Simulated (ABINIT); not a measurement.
# TiC (Fm-3m) in ABINIT: reference runs

Reference runs on TiC: the cell as given and a disturbed copy.

Everything below comes from runs of ABINIT 10.8.3 (patched build). Logs are shortened: lines on timing, memory, paths and dates and some standing lists are left out, and cuts for length are marked. The log counts tension as positive stress, the text compression.

## Step 1: The structure

It takes space group Fm-3m (No. 225, cubic). The conventional cell has a = 4.331 Å, b = 4.331 Å, c = 4.331 Å, α = 90.00°, β = 90.00°, γ = 90.00°. Around Ti (site symmetry m-3m) lie 6 C at 2.17 Å. C (site symmetry m-3m) has 6 Ti at 2.17 Å as nearest neighbours.

The cell is a database's computed one.

## Step 2: Single point, PBEsol (atoms moved at random, drawn with an rms of 0.05 Å)

File run.abi:

```
# Pseudopotentials
pp_dirpath "./"
pseudos "Ti.upf, C.upf"

# Structure
acell 3*1.0 Angstrom
rprim
     0.0000000000     2.1657188437     2.1657188437
     2.1657188437     0.0000000000     2.1657188437
     2.1657188437     2.1657188437     0.0000000000
ntypat 2
znucl 22 6
natom 2
typat 1 2
xred
    -0.0179180000     0.0215340000    -0.0071780000
     0.4843900000     0.5074340000     0.5141740000
chkprim 0
chksymtnons 0
tolsym 1.0e-6

# Plane-wave basis
ecut 42.0

# k points
kptopt 1
ngkpt 11 11 11
nshiftk 1
shiftk 0.0 0.0 0.0

# Exchange and correlation
ixc -116133

# Bands and occupations
nband 12
occopt 3
tsmear 0.05 eV

# SCF cycle
nstep 100
tolvrs 1.0e-10

# Output
iomode 3
prtwf 0
prtden 0
prteig 0
prtebands 0
enunit 2
```

Potentials or basis: PseudoDojo NC SR PBEsol v0.4.1 standard.

Run with:

```
$ abinit run.abi > log 2>&1
```

run.abo:

```text
.Version 10.8.3 of ABINIT
 Symmetries : space group P1 (#  1); Bravais aP (primitive triclinic)
================================================================================
 Values of the parameters that define the memory need of the present run
     intxc =       0    ionmov =       0      iscf =       7    lmnmax =       6
     lnmax =       6     mgfft =      36  mpssoang =       3    mqgrid =    3001
     natom =       2  nloc_mem =       1    nspden =       1   nspinor =       1
    nsppol =       1      nsym =       1    n1xccc =    2501    ntypat =       2
    occopt =       3   xclevel =       2
       mpw =        1804          nfft =       46656          nkpt =         666
================================================================================
================================================================================

--------------------------------------------------------------------------------
------------- Echo of variables that govern the present computation ------------
--------------------------------------------------------------------------------
 -outvars: echo values of preprocessed input variables --------
            acell      1.8897261259E+00  1.8897261259E+00  1.8897261259E+00 Bohr
              amu      4.78800000E+01  1.20110000E+01
          chkprim           0
      chksymtnons           0
             ecut      4.20000000E+01 Hartree
           enunit           2
                       outvar_i_n : Printing only first  50 k-points.
              ixc     -116133
                       outvar_i_n : Printing only first  50 k-points.
         kptrlatt       11    0    0      0   11    0      0    0   11
          kptrlen      6.36661555E+01
            natom           2
            nband          12
            ngfft          36      36      36
             nkpt         666
            nstep         100
             nsym           1
           ntypat           2
                       prtocc : prtvol=0, do not print more k-points.
           occopt           3
           prtden           0
        prtebands           0
           prteig           0
            prtwf           0
            rprim      0.0000000000E+00  2.1657188437E+00  2.1657188437E+00
                       2.1657188437E+00  0.0000000000E+00  2.1657188437E+00
                       2.1657188437E+00  2.1657188437E+00  0.0000000000E+00
          spgroup           1
           tolsym      1.00000000E-06
           tolvrs      1.00000000E-10
           tsmear      1.83746611E-03 Hartree
            typat      1  2
                       outvars : Printing only first  50 k-points.
           xangst      3.1091059720E-02 -5.4350880101E-02  7.8312393388E-03
                       2.2125156965E+00  2.1626088714E+00  2.1480119264E+00
            xcart      5.8753587835E-02 -1.0270827809E-01  1.4798897577E-02
                       4.1810487156E+00  4.0867384845E+00  4.0591542561E+00
             xred     -1.7918000000E-02  2.1534000000E-02 -7.1780000000E-03
                       4.8439000000E-01  5.0743400000E-01  5.1417400000E-01
            znucl       22.00000    6.00000

================================================================================

 chkinp: Checking input parameters for consistency.

================================================================================
== DATASET  1 ==================================================================

--- !DatasetInfo
iteration_state: {dtset: 1, }
dimensions: {natom: 2, nkpt: 666, mband: 12, nsppol: 1, nspinor: 1, nspden: 1, mpw: 1804, }
cutoff_energies: {ecut:  42.0, pawecutdg:  -1.0, }
electrons: {nelect:   1.60000000E+01, charge:   0.00000000E+00, occopt:   3.00000000E+00, tsmear:   1.83746611E-03, }
meta: {optdriver: 0, ionmov: 0, optcell: 0, iscf: 7, paral_kgb: 0, }
...

 Real(R)+Recip(G) space primitive vectors, cartesian coordinates (Bohr,Bohr^-1):
 R(1)=  0.0000000  4.0926155  4.0926155  G(1)= -0.1221713  0.1221713  0.1221713
 R(2)=  4.0926155  0.0000000  4.0926155  G(2)=  0.1221713 -0.1221713  0.1221713
 R(3)=  4.0926155  4.0926155  0.0000000  G(3)=  0.1221713  0.1221713 -0.1221713
 Unit cell volume ucvol=  1.3709854E+02 bohr^3
 Angles (23,13,12)=  6.00000000E+01  6.00000000E+01  6.00000000E+01 degrees

 getcut: wavevector=  0.0000  0.0000  0.0000  ngfft=  36  36  36
         ecut(hartree)=     42.000   => boxcut(ratio)=   2.13205

--- Pseudopotential description ------------------------------------------------
- pspini: atom type   1  psp file is ./Ti.upf
12 -116133 2 -1 1586                          pspcod,pspxc,lmax,lloc,mmax
     nproj     2     2     2

- pspini: atom type   2  psp file is ./C.upf
12 -116133 1 -1 1248                          pspcod,pspxc,lmax,lloc,mmax
     nproj     2     2     0

   3.05892708E+02                                ecore*ucvol(ha*bohr**3)
--------------------------------------------------------------------------------

================================================================================

--- !BeginCycle
iteration_state: {dtset: 1, }
solver: {iscf: 7, nstep: 100, nline: 4, wfoptalg: 0, }
tolerances: {tolvrs: 1.00E-10, }
...

     iter   Etot(hartree)      deltaE(h)  residm     vres2
 ETOT  1  -65.044857730711    -6.504E+01 2.584E-01 1.552E+03
 ETOT  2  -64.037366027204     1.007E+00 1.601E-01 6.913E+03
 ETOT  3  -65.369069544375    -1.332E+00 4.963E-02 1.541E+01
 ETOT  4  -65.372061919622    -2.992E-03 1.161E-01 5.638E+00
 ETOT  5  -65.372944100537    -8.822E-04 9.655E-03 1.134E+00
 ETOT  6  -65.373148104737    -2.040E-04 1.066E-02 7.931E-03
 ETOT  7  -65.373150437780    -2.333E-06 7.791E-03 4.253E-04
 ETOT  8  -65.373150559950    -1.222E-07 4.022E-03 8.572E-05
 ETOT  9  -65.373150576827    -1.688E-08 9.432E-03 9.661E-06
 ETOT 10  -65.373150578838    -2.011E-09 2.339E-03 6.426E-07
 ETOT 11  -65.373150579011    -1.732E-10 4.346E-03 4.889E-10
 ETOT 12  -65.373150579020    -8.939E-12 1.173E-03 4.572E-10
 ETOT 13  -65.373150579022    -1.293E-12 3.031E-03 1.078E-11

 At SCF step   13       vres2   =  1.08E-11 < tolvrs=  1.00E-10 =>converged.

 Cartesian components of stress tensor (hartree/bohr^3)
  sigma(1 1)=  2.17060207E-04  sigma(3 2)= -7.09021683E-06
  sigma(2 2)=  1.93787453E-04  sigma(3 1)= -2.21463959E-06
  sigma(3 3)=  2.12845863E-04  sigma(2 1)=  4.27745446E-06

--- !ResultsGS
iteration_state: {dtset: 1, }
comment   : Summary of ground state results
lattice_vectors:
- [  0.0000000,   4.0926155,   4.0926155, ]
- [  4.0926155,   0.0000000,   4.0926155, ]
- [  4.0926155,   4.0926155,   0.0000000, ]
lattice_lengths: [   5.78783,    5.78783,    5.78783, ]
lattice_angles: [ 60.000,  60.000,  60.000, ] # degrees, (23, 13, 12)
lattice_volume:   1.3709854E+02
convergence: {deltae: -1.293E-12, res2:  1.078E-11, residm:  3.031E-03, diffor: null, }
etotal    :  -6.53731506E+01
entropy   :   0.00000000E+00
fermie    :   4.00446661E-01
cartesian_stress_tensor: # hartree/bohr^3
- [  2.17060207E-04,   4.27745446E-06,  -2.21463959E-06, ]
- [  4.27745446E-06,   1.93787453E-04,  -7.09021683E-06, ]
- [ -2.21463959E-06,  -7.09021683E-06,   2.12845863E-04, ]
pressure_GPa:  -6.1166E+00
xred      :
- [ -1.7918E-02,   2.1534E-02,  -7.1780E-03, Ti]
- [  4.8439E-01,   5.0743E-01,   5.1417E-01,  C]
cartesian_forces: # hartree/bohr
- [  2.87620661E-03,   9.26070092E-03,  -4.66895965E-03, ]
- [ -2.87620661E-03,  -9.26070092E-03,   4.66895965E-03, ]
force_length_stats: {min:   1.07625429E-02, max:   1.07625429E-02, mean:   1.07625429E-02, }
...

 Integrated electronic density in atomic spheres:
 ------------------------------------------------
 Atom  Sphere_radius  Integrated_density
    1        2.00000          9.54296156
    2        2.00000          3.88678856
================================================================================

 ----iterations are completed or convergence reached----

 Mean square residual over all n,k,spin=   39.805E-07; max=  30.309E-04
 reduced coordinates (array xred) for    2 atoms
      -0.017918000000      0.021534000000     -0.007178000000
       0.484390000000      0.507434000000      0.514174000000
 rms dE/dt=  3.0953E-02; max dE/dt=  4.9672E-02; dE/dt below (all hartree)
    1      -0.018792232543      0.007337047088     -0.049671730104
    2       0.018792230263     -0.007337050625      0.049671661172

 cartesian coordinates (angstrom) at end:
    1      0.03109105972016    -0.05435088010150     0.00783123933882
    2      2.21251569647467     2.16260887144045     2.14801192643391

 cartesian forces (hartree/bohr) at end:
    1      0.00287620660819     0.00926070092131    -0.00466895965127
    2     -0.00287620660819    -0.00926070092131     0.00466895965127
 frms,max,avg= 6.2137571E-03 9.2607009E-03   4.288E-09  4.134E-09 -3.855E-09 h/b

 cartesian forces (eV/Angstrom) at end:
    1      0.14790049038247     0.47620438797667    -0.24008755839483
    2     -0.14790049038247    -0.47620438797667     0.24008755839483
 frms,max,avg= 3.1952423E-01 4.7620439E-01   2.205E-07  2.126E-07 -1.983E-07 e/A
 length scales=  1.889726125908  1.889726125908  1.889726125908 bohr
              =  1.000000000000  1.000000000000  1.000000000000 angstroms
 Fermi (or HOMO) energy (hartree) =   0.40045   Average Vxc (hartree)=  -0.47751
 Eigenvalues (hartree) for nkpt= 666  k points:
 kpt#   1, nband= 12, wtk=  0.00075, kpt=  0.0000  0.0000  0.0000 (reduced coord)
  -1.67114   -0.79450   -0.79450   -0.79448   -0.05698    0.41788    0.41926    0.42249
   0.44488    0.45568    0.46616    0.47489
      occupation numbers for kpt#   1
   2.00000    2.00000    2.00000    2.00000    2.00000    0.00015    0.00007    0.00001
   0.00000    0.00000    0.00000    0.00000
 prteigrs : prtvol=0 or 1, do not print more k-points.

 Fermi (or HOMO) energy (eV) =  10.89671   Average Vxc (eV)= -12.99368
 Eigenvalues (   eV  ) for nkpt= 666  k points:
 kpt#   1, nband= 12, wtk=  0.00075, kpt=  0.0000  0.0000  0.0000 (reduced coord)
 -45.47394  -21.61957  -21.61948  -21.61896   -1.55056   11.37110   11.40876   11.49662
  12.10582   12.39958   12.68477   12.92248
 prteigrs : prtvol=0 or 1, do not print more k-points.

--- !EnergyTerms
iteration_state     : {dtset: 1, }
comment             : Components of total free energy in Hartree
kinetic             :  2.72241507214175E+01
hartree             :  1.13828563062107E+01
xc                  : -1.07752254653615E+01
Ewald energy        : -5.11922762180921E+01
psp_core            :  2.23118869289607E+00
local_psp           : -4.46531554184171E+01
non_local_psp       :  4.09412699800242E-01
internal            : -6.53730486815462E+01
'-kT*entropy'       : -1.01897475334788E-04
total_energy        : -6.53731505790215E+01
total_energy_eV     : -1.77889405052243E+03
band_energy         : -6.30182091030081E+00
...

 Cartesian components of stress tensor (hartree/bohr^3)
  sigma(1 1)=  2.17060207E-04  sigma(3 2)= -7.09021683E-06
  sigma(2 2)=  1.93787453E-04  sigma(3 1)= -2.21463959E-06
  sigma(3 3)=  2.12845863E-04  sigma(2 1)=  4.27745446E-06

-Cartesian components of stress tensor (GPa)         [Pressure= -6.1166E+00 GPa]
- sigma(1 1)=  6.38613177E+00  sigma(3 2)= -2.08601381E-01
- sigma(2 2)=  5.70142371E+00  sigma(3 1)= -6.51569464E-02
- sigma(3 3)=  6.26214148E+00  sigma(2 1)=  1.25847055E-01

== END DATASET(S) ==============================================================
================================================================================

 -outvars: echo values of variables after computation  --------
            acell      1.8897261259E+00  1.8897261259E+00  1.8897261259E+00 Bohr
           etotal     -6.5373150579E+01
            fcart      2.8762066082E-03  9.2607009213E-03 -4.6689596513E-03
                      -2.8762066082E-03 -9.2607009213E-03  4.6689596513E-03
            rprim      0.0000000000E+00  2.1657188437E+00  2.1657188437E+00
                       2.1657188437E+00  0.0000000000E+00  2.1657188437E+00
                       2.1657188437E+00  2.1657188437E+00  0.0000000000E+00
           strten      2.1706020683E-04  1.9378745305E-04  2.1284586284E-04
                      -7.0902168324E-06 -2.2146395939E-06  4.2774544551E-06
           xangst      3.1091059720E-02 -5.4350880101E-02  7.8312393388E-03
                       2.2125156965E+00  2.1626088714E+00  2.1480119264E+00
             xred     -1.7918000000E-02  2.1534000000E-02 -7.1780000000E-03
                       4.8439000000E-01  5.0743400000E-01  5.1417400000E-01
 Calculation completed.
```

It took 9.4 min on 1 thread of Arm Neoverse V1, shared host; peak memory 0.29 GiB.

What came out:

* Free energy: -1778.8941 eV
* Pressure: -6.1 GPa
* Largest force: 0.553 eV/Å
* Band gap on the k mesh: none (metal or under the smearing width)
* Valence electrons inside the program's atomic spheres: Ti 9.54; C 3.89

Forces on the atoms (eV/Å):
```
Ti   0.148  0.476 -0.240
C   -0.148 -0.476  0.240
```

Levels at points of the mesh, in eV from the Fermi level:
```
           k point  band 4  band 5  band 6  band 7  band 8  band 9  band 10  band 11  band 12
(0.00, 0.00, 0.00)  -32.52  -12.45    0.47    0.51    0.60    1.21     1.50     1.79     2.03
```

## Step 3: Single point, PBEsol

File run.abi:

```
# Pseudopotentials
pp_dirpath "./"
pseudos "Ti.upf, C.upf"

# Structure
acell 5.7878323139 5.7878323139 5.7878323139
rprim
     0.0000000000     0.7071067812     0.7071067812
     0.7071067812     0.0000000000     0.7071067812
     0.7071067812     0.7071067812     0.0000000000
ntypat 2
znucl 22 6
natom 2
typat 1 2
xred
     0.0000000000     0.0000000000     0.0000000000
     0.5000000000     0.5000000000     0.5000000000

# Plane-wave basis
ecut 42.0

# k points
kptopt 1
ngkpt 11 11 11
nshiftk 1
shiftk 0.0 0.0 0.0

# Exchange and correlation
ixc -116133

# Bands and occupations
nband 12
occopt 3
tsmear 0.05 eV

# SCF cycle
nstep 100
tolvrs 1.0e-10

# Output
iomode 3
prtwf 0
prtden 0
prteig 0
prtebands 0
```

Potentials or basis: PseudoDojo NC SR PBEsol v0.4.1 standard.

Run with:

```
$ abinit run.abi > log 2>&1
```

run.abo:

```text
.Version 10.8.3 of ABINIT
 Symmetries : space group Fm -3 m (#225); Bravais cF (face-center cubic)
================================================================================
 Values of the parameters that define the memory need of the present run
     intxc =       0    ionmov =       0      iscf =       7    lmnmax =       6
     lnmax =       6     mgfft =      36  mpssoang =       3    mqgrid =    3001
     natom =       2  nloc_mem =       1    nspden =       1   nspinor =       1
    nsppol =       1      nsym =      48    n1xccc =    2501    ntypat =       2
    occopt =       3   xclevel =       2
       mpw =        1804          nfft =       46656          nkpt =          56
================================================================================
================================================================================

--------------------------------------------------------------------------------
------------- Echo of variables that govern the present computation ------------
[... 200 lines left out ...]
- sigma(3 3)=  6.54057277E+00  sigma(2 1)=  0.00000000E+00

== END DATASET(S) ==============================================================
================================================================================

 -outvars: echo values of variables after computation  --------
            acell      5.7878323139E+00  5.7878323139E+00  5.7878323139E+00 Bohr
           etotal     -6.5373758811E+01
            fcart     -0.0000000000E+00 -0.0000000000E+00 -0.0000000000E+00
                      -0.0000000000E+00 -0.0000000000E+00 -0.0000000000E+00
            rprim      0.0000000000E+00  7.0710678120E-01  7.0710678120E-01
                       7.0710678120E-01  0.0000000000E+00  7.0710678120E-01
                       7.0710678120E-01  7.0710678120E-01  0.0000000000E+00
           strten      2.2230954984E-04  2.2230954984E-04  2.2230954984E-04
                       0.0000000000E+00  0.0000000000E+00  0.0000000000E+00
           xangst      0.0000000000E+00  0.0000000000E+00  0.0000000000E+00
                       2.1657188423E+00  2.1657188423E+00  2.1657188423E+00
             xred      0.0000000000E+00  0.0000000000E+00  0.0000000000E+00
                       5.0000000000E-01  5.0000000000E-01  5.0000000000E-01
 Calculation completed.
```

Run time: 45 s. Hardware: 1 thread of Arm Neoverse V1, shared host; peak memory 0.08 GiB.

Results:

```yaml
Free_energy: -1778.9106 eV
Pressure: -6.5 GPa
Band_gap_on_the_k_mesh: none (metal or under the smearing width)
Valence_electrons_inside_the_program's_atomic_spheres: Ti 9.54; C 3.88
```

Levels at points of the mesh, in eV from the Fermi level:
| k point | band 6 | band 7 | band 8 | band 9 | band 10 | band 11 |
| --- | --- | --- | --- | --- | --- | --- |
| (0.00, 0.00, 0.00) | 0.62 | 0.62 | 0.62 | 1.64 | 1.64 | 1.70 |

[end of part 1 of 2]
